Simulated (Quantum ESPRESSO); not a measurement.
# FeO (R-3m) in Quantum ESPRESSO: further runs

Runs on FeO. Level: PBEsol. Tasks: phonons.

Everything below comes from runs of Quantum ESPRESSO 7.5. Logs are shortened: lines on timing, memory, paths and dates and some standing lists are left out, and cuts for length are marked.

**1. Starting point**

Symmetry: R-3m, No. 166, trigonal system. The conventional cell has a = 3.035 Å, b = 3.035 Å, c = 7.547 Å, α = 90.00°, β = 90.00°, γ = 120.00°. Around Fe (site symmetry -3m) lie 6 O at 2.16 Å. Around O (site symmetry -3m) lie 6 Fe at 2.16 Å.

**2. Phonons, PBEsol, collinear spin, ferromagnetic start**

File pw.in:

```
&CONTROL
  calculation = 'scf'
  prefix = 'pwscf'
  outdir = './tmp'
  pseudo_dir = './pseudo'
  tprnfor = .true.
  tstress = .true.
  disk_io = 'low'
/
&SYSTEM
  ibrav = 0
  celldm(1) = 8
  nat = 2
  ntyp = 2
  ecutwfc = 56
  ecutrho = 448
  nbnd = 21
  occupations = 'smearing'
  smearing = 'fd'
  degauss = 0.00367493
  nspin = 2
  starting_magnetization(1) = 0.1875
  starting_magnetization(2) = 0
/
&ELECTRONS
  conv_thr = 4d-10
  electron_maxstep = 120
  mixing_beta = 0.3
/
ATOMIC_SPECIES
Fe    55.8450 fe_pbesol_v1.5.uspp.F.UPF
O     15.9990 o_pbesol_v1.2.uspp.F.UPF
CELL_PARAMETERS alat
  0.3585004415180   0.2069803276545   0.5942703427522
 -0.3585004415180   0.2069803276545   0.5942703427522
  0.0000000000000  -0.4139606529469   0.5942703427522
ATOMIC_POSITIONS crystal
Fe     0.0000000000    0.0000000000    0.0000000000
O      0.5000000000    0.5000000000    0.5000000000
K_POINTS automatic
4 4 4 0 0 0
```

File scf2.in:

```
&CONTROL
  calculation = 'scf'
  prefix = 'pwscf'
  outdir = './tmp'
  pseudo_dir = './pseudo'
  tprnfor = .true.
  tstress = .true.
  disk_io = 'low'
/
&SYSTEM
  ibrav = 0
  celldm(1) = 8
  nat = 2
  ntyp = 2
  ecutwfc = 56
  ecutrho = 448
  nbnd = 21
  occupations = 'smearing'
  smearing = 'fd'
  degauss = 0.00367493
  nspin = 2
  starting_magnetization(1) = 0.1875
  starting_magnetization(2) = 0
/
&ELECTRONS
  conv_thr = 1d-13
  electron_maxstep = 120
  mixing_beta = 0.3
  startingpot = 'file'
  startingwfc = 'file'
/
ATOMIC_SPECIES
Fe    55.8450 fe_pbesol_v1.5.uspp.F.UPF
O     15.9990 o_pbesol_v1.2.uspp.F.UPF
CELL_PARAMETERS alat
  0.3585004415180   0.2069803276545   0.5942703427522
 -0.3585004415180   0.2069803276545   0.5942703427522
  0.0000000000000  -0.4139606529469   0.5942703427522
ATOMIC_POSITIONS crystal
Fe     0.0000000000    0.0000000000    0.0000000000
O      0.5000000000    0.5000000000    0.5000000000
K_POINTS automatic
4 4 4 0 0 0
```

File ph.in:

```
phonons of FeO
&INPUTPH
  prefix = 'pwscf'
  outdir = './tmp'
  tr2_ph = 1d-18
  fildyn = 'dyn'
  niter_ph = 90
  alpha_mix(1) = 0.4
/
0.0000000000 0.0000000000 0.0000000000
```

File dynmat.in:

```
&INPUT
  fildyn = 'dyn'
  asr = 'crystal'
  filout = 'dynmat.disp'
  fileig = 'dynmat.eig'
/
```

Potentials or basis: GBRV 1.5 PBEsol.

Launch:

```sh
> OMP_NUM_THREADS=1 pw.x -in pw.in > pw.out
> OMP_NUM_THREADS=1 pw.x -in scf2.in > scf2.out
> OMP_NUM_THREADS=1 ph.x -in ph.in > ph.out
> OMP_NUM_THREADS=1 dynmat.x -in dynmat.in > dynmat.out
```

pw.out:

```text
This program is part of the open-source Quantum ESPRESSO suite
     for quantum simulation of materials; please cite
[... 9 lines left out ...]
     --------------------
     sticks:   dense  smooth     PW     G-vecs:    dense   smooth      PW
     Sum        1035     511    163                21753     7697    1417

     Using Slab Decomposition

     bravais-lattice index     =            0
     lattice parameter (alat)  =       8.0000  a.u.
     unit-cell volume          =     135.4640 (a.u.)^3
     number of atoms/cell      =            2
     number of atomic types    =            2
     number of electrons       =        22.00
     number of Kohn-Sham states=           21
     kinetic-energy cutoff     =      56.0000  Ry
     charge density cutoff     =     448.0000  Ry
     scf convergence threshold =      4.0E-10
     mixing beta               =       0.3000
     number of iterations used =            8  plain     mixing
     Exchange-correlation= SLA  PW   PSX  PSC
                           (   1   4  10   8   0   0   0)

     celldm(1)=   8.000000  celldm(2)=   0.000000  celldm(3)=   0.000000
     celldm(4)=   0.000000  celldm(5)=   0.000000  celldm(6)=   0.000000

     crystal axes: (cart. coord. in units of alat)
               a(1) = (   0.358500   0.206980   0.594270 )
               a(2) = (  -0.358500   0.206980   0.594270 )
               a(3) = (   0.000000  -0.413961   0.594270 )

     reciprocal axes: (cart. coord. in units 2 pi/alat)
               b(1) = (  1.394698  0.805230  0.560912 )
               b(2) = ( -1.394698  0.805230  0.560912 )
               b(3) = (  0.000000 -1.610459  0.560912 )

     PseudoPot. # 1 for Fe read from file:
     fe_pbesol_v1.5.uspp.F.UPF
     Pseudo is Ultrasoft + core correction, Zval = 16.0
     Generated by new atomic code, or converted to UPF format
     Using radial grid of  861 points,  6 beta functions with:
                l(1) =   0
                l(2) =   0
                l(3) =   1
                l(4) =   1
                l(5) =   2
                l(6) =   2
     Q(r) pseudized with  8 coefficients,  rinner =    1.000   1.000   1.000
                                                       1.000   1.000

     PseudoPot. # 2 for O  read from file:
     o_pbesol_v1.2.uspp.F.UPF
     Pseudo is Ultrasoft + core correction, Zval =  6.0
     Generated by new atomic code, or converted to UPF format
     Using radial grid of  737 points,  5 beta functions with:
                l(1) =   0
                l(2) =   0
                l(3) =   1
                l(4) =   1
                l(5) =   2
     Q(r) pseudized with  8 coefficients,  rinner =    0.900   0.900   0.900
                                                       0.900   0.900

     atomic species   valence    mass     pseudopotential
     Fe               16.00    55.84500     Fe( 1.00)
     O                 6.00    15.99900     O ( 1.00)

     Starting magnetic structure
     atomic species   magnetization
     Fe              0.188
     O               0.000

     12 Sym. Ops., with inversion, found

   Cartesian axes

     site n.     atom                  positions (alat units)
         1        Fe     tau(   1) = (   0.0000000   0.0000000   0.0000000  )
         2        O      tau(   2) = (   0.0000000   0.0000000   0.8914055  )

     number of k points=    13  Fermi-Dirac smearing, width (Ry)=  0.0037
                       cart. coord. in units 2pi/alat
        k(    1) = (   0.0000000   0.0000000   0.0000000), wk =   0.0156250
        k(    2) = (   0.0000000  -0.4026148   0.1402280), wk =   0.0937500
        k(    3) = (   0.0000000   0.8052295  -0.2804560), wk =   0.0468750
        k(    4) = (  -0.3486746  -0.2013074   0.2804560), wk =   0.0937500
        k(    5) = (  -0.3486746   1.0065369  -0.1402280), wk =   0.1875000
        k(    6) = (  -0.3486746   0.6039221  -0.0000000), wk =   0.0937500
        k(    7) = (   0.6973492   0.4026148  -0.5609119), wk =   0.0468750
        k(    8) = (   0.0000000   0.0000000   0.4206840), wk =   0.0312500
        k(    9) = (   0.0000000   1.2078443  -0.0000000), wk =   0.0937500
        k(   10) = (   0.0000000   0.8052295   0.1402280), wk =   0.0937500
        k(   11) = (   1.0460238   0.6039221  -0.4206840), wk =   0.0937500
        k(   12) = (   1.0460238   0.2013074  -0.2804560), wk =   0.0937500
        k(   13) = (   0.0000000   0.0000000  -0.8413679), wk =   0.0156250

     Dense  grid:    21753 G-vectors     FFT dimensions: (  40,  40,  40)

     Smooth grid:     7697 G-vectors     FFT dimensions: (  27,  27,  27)

     Check: negative core charge=   -0.000030
     Generating pointlists ...
     new r_m :   0.2102 (alat units)  1.6816 (a.u.) for type    1
     new r_m :   0.2102 (alat units)  1.6816 (a.u.) for type    2

     Initial potential from superposition of free atoms

     starting charge      21.0000, renormalised to      22.0000
     Starting wfcs are   17 randomized atomic wfcs +    4 random wfcs

     Self-consistent Calculation

     iteration #  1     ecut=    56.00 Ry     beta= 0.30
     Davidson diagonalization with overlap
     ethr =  1.00E-02,  avg # of iterations =  5.7

     total energy              =    -282.24405274 Ry
     estimated scf accuracy    <       0.62613741 Ry

     total magnetization       =     3.47 Bohr mag/cell
     absolute magnetization    =     3.47 Bohr mag/cell

     iteration #  2     ecut=    56.00 Ry     beta= 0.30
     Davidson diagonalization with overlap
     ethr =  2.85E-03,  avg # of iterations =  1.9

     total energy              =    -282.37262788 Ry
     estimated scf accuracy    <       0.13295795 Ry

     total magnetization       =     3.38 Bohr mag/cell
     absolute magnetization    =     3.38 Bohr mag/cell
[... 91 lines left out ...]
     iteration # 12     ecut=    56.00 Ry     beta= 0.30
     Davidson diagonalization with overlap
     ethr =  6.05E-11,  avg # of iterations =  1.8

     total energy              =    -282.40770104 Ry
     estimated scf accuracy    <          4.2E-09 Ry

     total magnetization       =     4.03 Bohr mag/cell
     absolute magnetization    =     4.04 Bohr mag/cell

     iteration # 13     ecut=    56.00 Ry     beta= 0.30
     Davidson diagonalization with overlap
     ethr =  1.92E-11,  avg # of iterations =  1.8

     Magnetic moment per site  (integrated on atomic sphere of radius R)
     atom   1 (R=0.210)  charge= 13.5344  magn=  3.4653
     atom   2 (R=0.210)  charge=  5.8117  magn=  0.3392

     End of self-consistent calculation

 ------ SPIN UP ------------

          k = 0.0000 0.0000 0.0000 (   941 PWs)   bands (ev):

   -75.4897 -41.6453 -41.6326 -41.6326  -6.4765  10.2496  10.2523  10.3119
    10.3119  10.3475  10.3475  10.5559  10.5559  14.1488  29.2206  30.7250
    31.1130  31.1130  34.4149  34.6943  34.6943

          k = 0.0000-0.4026 0.1402 (   953 PWs)   bands (ev):

   -75.4869 -41.6618 -41.6465 -41.6364  -5.9148   7.2323   8.2758   8.3579
    10.6826  10.7258  11.0748  12.7675  12.7692  16.8204  24.5991  28.5147
    28.7401  32.2776  33.9592  34.2823  39.4696

          k = 0.0000 0.8052-0.2805 (   964 PWs)   bands (ev):

   -75.4842 -41.6882 -41.6504 -41.6402  -5.2588   5.3544   7.4600   7.5496
    11.0980  11.1509  11.6906  13.8653  13.8937  18.0465  22.5597  26.3297
    26.5286  33.3415  36.8915  37.2452  37.5378

          k =-0.3487-0.2013 0.2805 (   962 PWs)   bands (ev):

   -75.4861 -41.6634 -41.6492 -41.6424  -5.8209   6.8660   9.1239   9.2035
     9.8171  10.7501  11.5207  11.5468  11.9752  18.0285  25.7408  25.9125
    28.5771  28.7897  38.7299  38.7965  40.7197

          k =-0.3487 1.0065-0.1402 (   958 PWs)   bands (ev):

   -75.4833 -41.6795 -41.6573 -41.6519  -5.2876   6.3587   7.5405   8.0558
    10.5372  11.2267  11.5429  12.4729  12.6140  20.0932  22.4638  24.0069
    27.6325  31.1394  37.6940  39.6263  40.1652

          k =-0.3487 0.6039-0.0000 (   957 PWs)   bands (ev):

   -75.4842 -41.6719 -41.6606 -41.6461  -5.3878   6.2527   7.6359   7.8071
    10.8773  11.1128  11.6388  11.8110  13.7947  19.4790  23.4448  23.6537
    27.7343  33.2641  35.0230  36.8250  40.5628

          k = 0.6973 0.4026-0.5609 (   966 PWs)   bands (ev):

   -75.4825 -41.6858 -41.6607 -41.6522  -5.3065   6.7293   9.0920   9.1970
     9.3635  10.9488  11.3869  11.3904  11.4472  19.2938  22.7325  24.7553
    28.5594  28.7712  39.6665  42.0371  43.5281

          k = 0.0000 0.0000 0.4207 (   941 PWs)   bands (ev):

   -75.4872 -41.6708 -41.6357 -41.6357  -5.9339   7.1600   8.3763   8.3763
    10.7111  10.7111  11.0613  12.7551  12.7551  16.8075  24.4225  28.8378
    28.8378  32.4163  34.2448  34.2448  39.1702

          k = 0.0000 1.2078-0.0000 (   964 PWs)   bands (ev):
[... 17 lines left out ...]
          k = 1.0460 0.2013-0.2805 (   960 PWs)   bands (ev):

   -75.4825 -41.6750 -41.6683 -41.6557  -5.1921   7.3052   7.3227   7.4978
    11.1425  11.1531  11.3263  11.3886  12.4914  21.4653  22.9187  23.0584
    25.7623  33.6847  33.8268  41.4780  42.3403

          k = 0.0000 0.0000-0.8414 (   966 PWs)   bands (ev):

   -75.4847 -41.6961 -41.6388 -41.6388  -5.3017   5.3125   7.5827   7.5827
    11.1007  11.1007  11.6358  13.8549  13.8549  18.1588  22.3368  26.7036
    26.7036  33.5642  37.1656  37.1656  37.3849

 ------ SPIN DOWN ----------

          k = 0.0000 0.0000 0.0000 (   941 PWs)   bands (ev):

   -71.0984 -37.3599 -37.3599 -37.3596  -5.8928  10.8770  10.9755  10.9755
    13.5236  13.6124  13.6124  14.4221  14.4221  14.9892  29.2598  31.8062
    32.1745  32.1745  36.0010  36.2877  36.2877

          k = 0.0000-0.4026 0.1402 (   953 PWs)   bands (ev):

   -71.0951 -37.3946 -37.3646 -37.3636  -5.3195   8.0869   9.7250   9.8177
    14.0879  14.1328  14.1953  15.8747  15.8797  17.6581  25.5808  29.5946
    29.8264  33.1426  35.0944  35.3945  40.3339

          k = 0.0000 0.8052-0.2805 (   964 PWs)   bands (ev):

   -71.0917 -37.4292 -37.3693 -37.3676  -4.6497   6.1551   8.9688   9.0648
    14.7190  14.7951  14.9707  17.0487  17.0772  18.5873  23.7447  27.2244
    27.4276  34.4952  37.9219  38.0195  38.2647

          k =-0.3487-0.2013 0.2805 (   962 PWs)   bands (ev):

   -71.0941 -37.3914 -37.3722 -37.3722  -5.2169   7.8777  10.0470  10.1365
    12.8252  14.6939  14.7699  14.7958  15.2293  19.2558  26.8525  27.0664
    29.5770  29.7892  39.1010  39.8285  42.0331

          k =-0.3487 1.0065-0.1402 (   958 PWs)   bands (ev):

   -71.0907 -37.4156 -37.3866 -37.3764  -4.6621   7.1260   8.6284   9.3111
    13.6032  14.9157  15.0226  15.9626  15.9985  21.1050  23.5905  25.0150
    28.6086  32.1596  38.3668  40.4390  40.9751

          k =-0.3487 0.6039-0.0000 (   957 PWs)   bands (ev):

   -71.0917 -37.4101 -37.3876 -37.3680  -4.7736   7.1505   8.7580   9.1189
    14.4048  14.6092  14.8041  15.3151  17.0439  20.3421  24.3833  24.8418
    28.8450  33.9881  35.9828  37.7701  41.2536

          k = 0.6973 0.4026-0.5609 (   966 PWs)   bands (ev):

   -71.0897 -37.4215 -37.3848 -37.3846  -4.6637   7.2782   9.7061   9.8120
    12.1412  14.9764  15.1208  15.1252  15.3959  20.6498  23.4149  26.1454
    29.5634  29.7815  40.8519  42.4589  43.8895

          k = 0.0000 0.0000 0.4207 (   941 PWs)   bands (ev):

   -71.0954 -37.3923 -37.3638 -37.3638  -5.3389   8.0088   9.8409   9.8409
    14.0913  14.1770  14.1770  15.8532  15.8532  17.6290  25.4098  29.9089
    29.9089  33.2323  35.3774  35.3774  40.0757

          k = 0.0000 1.2078-0.0000 (   964 PWs)   bands (ev):
[... 17 lines left out ...]
          k = 1.0460 0.2013-0.2805 (   960 PWs)   bands (ev):

   -71.0897 -37.4051 -37.4010 -37.3853  -4.5550   8.0632   8.0826   8.6451
    14.2749  14.2928  15.1229  15.3078  16.0564  22.8216  23.8390  23.9842
    26.7838  34.5071  34.6601  42.6763  43.2786

          k = 0.0000 0.0000-0.8414 (   966 PWs)   bands (ev):

   -71.0923 -37.4249 -37.3676 -37.3676  -4.6933   6.1040   9.1044   9.1044
    14.7333  14.7333  14.9162  17.0255  17.0255  18.7022  23.5144  27.5988
    27.5988  34.7019  37.8522  38.2037  38.2037

     the Fermi energy is    14.2645 ev

!    total energy              =    -282.40770106 Ry
     estimated scf accuracy    <          2.3E-10 Ry
     smearing contrib. (-TS)   =      -0.00105123 Ry
     internal energy E=F+TS    =    -282.40664983 Ry

     The total energy is F=E-TS. E is the sum of the following terms:
     one-electron contribution =    -136.72952184 Ry
     hartree contribution      =      80.41382158 Ry
     xc contribution           =     -36.21065069 Ry
     ewald contribution        =    -189.88029888 Ry

     total magnetization       =     4.03 Bohr mag/cell
     absolute magnetization    =     4.04 Bohr mag/cell

     convergence has been achieved in  13 iterations

     Forces acting on atoms (cartesian axes, Ry/au):

     atom    1 type  1   force =     0.00000000    0.00000000   -0.00000000
     atom    2 type  2   force =    -0.00000000   -0.00000000    0.00000000

     Total force =     0.000000     Total SCF correction =     0.000000

     Computing stress (Cartesian axis) and pressure

          total   stress  (Ry/bohr**3)                   (kbar)     P=      -81.61
  -0.00052669   0.00000000  -0.00000000          -77.48        0.00       -0.00
  -0.00000000  -0.00052669   0.00000000           -0.00      -77.48        0.00
   0.00000000   0.00000000  -0.00061091            0.00        0.00      -89.87

=------------------------------------------------------------------------------=
   JOB DONE.
=------------------------------------------------------------------------------=
```

Wall time 2.8 min (1 thread of Arm Neoverse V2, shared host); peak memory 0.14 GiB.

What came out:

| Property | Result |
| --- | --- |
| Free energy | -3842.3525 eV |
| Pressure | -8.2 GPa |
| Band gap on the k mesh | none (metal or under the smearing width) |
| Net moment | 4.03 μB per cell |
| Absolute moment | 4.04 μB per cell |
| Site moments | Fe +3.47; O +0.34 μB |
| Valence electrons inside the program's atomic spheres | Fe 13.53; O 5.81 |
| Highest phonon frequency at Γ | 241 cm⁻¹ |

Phonon frequencies in cm⁻¹ (negative: imaginary):
| q point | frequencies |
| --- | --- |
| (0.000, 0.000, 0.000) | 5 6 6 239 239 241 |

Optical modes at Γ, degenerate ones joined:
| cm⁻¹ | components | symmetry | active in |
| --- | --- | --- | --- |
| 239 | 2 | Eu | IR |
| 242 | 1 | A2u | IR |

Caveat: the k mesh is coarse (spacing up to 0.63 Å⁻¹), so the values aren't converged; the mesh is thin for the phonons of a metal; the cell is more than 3 GPa from zero pressure, which shifts response properties; a cell with one magnetic atom can't hold antiferromagnetic order, which such compounds often take; semilocal functionals often make such compounds metallic where correlation or magnetic order opens a gap, which also shifts bond lengths. With open d or f shells a metallic result of PBEsol can be an artefact of self-interaction; +U or a hybrid may open a gap.

(Part 1 of 2 ends here.)
